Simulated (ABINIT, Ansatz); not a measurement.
## A GW run on CdSe (F-43m) in ABINIT, with inputs changed

A base run on CdSe (F-43m), then changed inputs.

Calculated with ABINIT 10.8.3; PBE and many-body steps on it, plane waves.

Most raw output is cut from this account.

**1. Starting point**

It takes space group F-43m (No. 216, cubic). The conventional cell has a = 6.141 Å, b = 6.141 Å, c = 6.141 Å, α = 90.00°, β = 90.00°, γ = 90.00°. Nearest to Cd lie 4 Se at 2.66 Å. Se has 4 Cd at 2.66 Å nearest. Farther neighbours and most contacts between anions are not listed.

Coordinates:

```cif
data_structure
_symmetry_space_group_name_H-M 'F-43m'
_symmetry_Int_Tables_number 216
_cell_length_a 6.1405
_cell_length_b 6.1405
_cell_length_c 6.1405
_cell_angle_alpha 90.000
_cell_angle_beta 90.000
_cell_angle_gamma 90.000
_cell_volume 231.54
loop_
_atom_site_label
_atom_site_type_symbol
_atom_site_symmetry_multiplicity
_atom_site_Wyckoff_symbol
_atom_site_fract_x
_atom_site_fract_y
_atom_site_fract_z
_atom_site_occupancy
Cd1 Cd 4 a 0.00000 0.00000 0.00000 1
Se1 Se 4 c 0.25000 0.25000 0.25000 1
```

The cell and positions are those that the Materials Project relaxed with its own functionals (PBE, PBE+U or r2SCAN), kept fixed.

**2. Screening, 4×4×4 mesh, 232 bands, screening to 247.6 eV**

This step: ABINIT 10.8.3; RPA screening on PBE, plane waves, norm-conserving pseudopotentials.

The RPA dielectric matrix is built and inverted for each q.

Input file run.abi:

```
acell 3*1.0 Angstrom
rprim 
  -0.000000000000 3.070271198600 3.070271198600
  3.070271198600 -0.000000000000 3.070271198600
  3.070271198600 3.070271198600 0.000000000000
ntypat 2
znucl 48 34
natom 2
typat 1 2
xred 
  0.000000000000 0.000000000000 0.000000000000
  0.750000000000 0.750000000000 0.750000000000
pp_dirpath "pseudos"
pseudos "Cd.upf, Se.upf"
ecut 48
ngkpt 4 4 4
nshiftk 1
shiftk 0 0 0
kptopt 1
chksymbreak 0
istwfk *1
occopt 1
irdwfk 1
optdriver 3
nband 232
ecuteps 9.1
inclvkb 2
awtr 1
symchi 1
indata_prefix "in"
outdata_prefix "out"
tmpdata_prefix "tmp"
```

Launch:

```bash
$ OMP_NUM_THREADS=1 mpirun -n 8 abinit run.abi > log
```

The job ended after 83 s (8 MPI ranks of AMD EPYC 9B45 (Zen 5), shared host; peak memory 4.3 GiB).

Numbers from this step:

```
ε∞ with local fields, on this mesh, along the program's q direction : 50.85
the same without local fields                                       : 52.68
plasma frequency                                                    : 32.37 eV
plane waves in the screening matrix                                 : 531
```

Local fields lower ε∞ by 3 %.

**3. Base**

The self-energy is evaluated for the states that the input lists, and the levels follow from it, in one-shot runs by the linearised quasiparticle equation.

This step: G0W0 on PBE, plane waves, norm-conserving pseudopotentials.

run.abi: that of step 2 with these lines changed.

```diff
@@ -23,8 +23,15 @@
 irdwfk 1
-optdriver 3
+optdriver 4
 nband 232
+gwcalctyp 0
+ecutsigx 48
+symsigma 1
+nkptgw 1
+kptgw 
+  0.0000000000 0.0000000000 0.0000000000
+bdgw 
+  20 26
 ecuteps 9.1
-inclvkb 2
-awtr 1
-symchi 1
+irdscr 1
+ppmodel 1
 indata_prefix "in"
```

Run time: 16 s. Hardware: 8 MPI ranks; peak memory 4 GiB; 2.2 min of CPU time.

Numbers from this step:

| Quantity | Value |
| --- | --- |
| G0W0 gap on the points computed | 1.185 eV |
| starting gap on the mesh | 0.5472 eV |
| k of the valence top | 0, 0, 0 |
| k of the conduction bottom | 0, 0, 0 |
| Z at the valence top | 0.791 |
| Z at the conduction bottom | 0.814 |
| least direct G0W0 gap on the computed points | 1.185 eV |

The gap on the mesh goes from 0.55 eV to 1.19 eV, a correction of +0.64 eV.

**4. A keyword of another program**

run.abi: that of step 3 with these lines changed.

```diff
@@ -36,2 +36,3 @@
 ppmodel 1
+nomega 100
 indata_prefix "in"
```

Run time: 0.7 s. Hardware: 8 MPI ranks; peak memory 0.05 GiB.

The run stopped with an error after 0.7 s.

The program's words: Found token: `NOMEGA` in the input file. This name is not one of the registered input variable names (see Action: check your input file. Perhaps you mistyped the input variable, or specified "img", although this was not permitted for this input variable.

The fault put into this input: a keyword of another program.

**5. The runs together**

Times are wall times on 8 MPI ranks of AMD EPYC 9B45 (Zen 5), shared host, good to a factor of about two. A run's time includes the screening step that it read.

```csv
run,mesh,bands,screening cutoff (eV),DFT gap (eV),gap on the mesh (eV),direct (eV),ε∞ used,time
base,4×4×4,232,247.6,0.547,1.185,1.185,50.85,100 s
```

**6. Summary of results**

```
base         : 1.185 eV
known limits : not at the basis limit; mesh may overstate the screening; no spin-orbit coupling; coarse k mesh
```

**Reading.** Bands and cutoff are finite, so the gap is not at the basis limit. The miss can reach some tenths of an eV and take either sign; the mesh is an error of its own. In the G0W0 run levels were corrected at 1 k point alone, so a gap called «on the mesh» is the least over those, and an edge elsewhere would be missed. The 4×4×4 mesh is coarse for this cell, which bears on the long-range parts of exchange and screening. The RPA ε∞ on this mesh reaches over 25; with a narrow direct gap a coarse mesh can overstate it, and the correction is then too small. The many-body steps are scalar-relativistic: spin-orbit coupling is not in them.

[Paths, hosts, dates, memory and timing lines, banners, echoed tables and standing remarks are left out of the program output.]

[Logs are printed without paths, hosts, clocks, repeated set-up lines and the standing remarks that a program may print on its own settings, such as how far it seeks lower states.]

[Runs of the session that timed out or met a known fault of the program may be left out.]

[Hosts, paths, dates, database ids (printed as entryN), source tags and the programs' standing remarks are cut or masked in the printed files.]

[G0W0 gaps are taken among the corrected bands and points alone; a level outside them can change the order at an edge.]

[Where Ansatz stands beside ABINIT at settings called matched, ABINIT's density can come from a denser mesh and the files from another edition; pairs whose starting gaps differed by over 0.03 eV were left out, so agreement reads better than it is.]
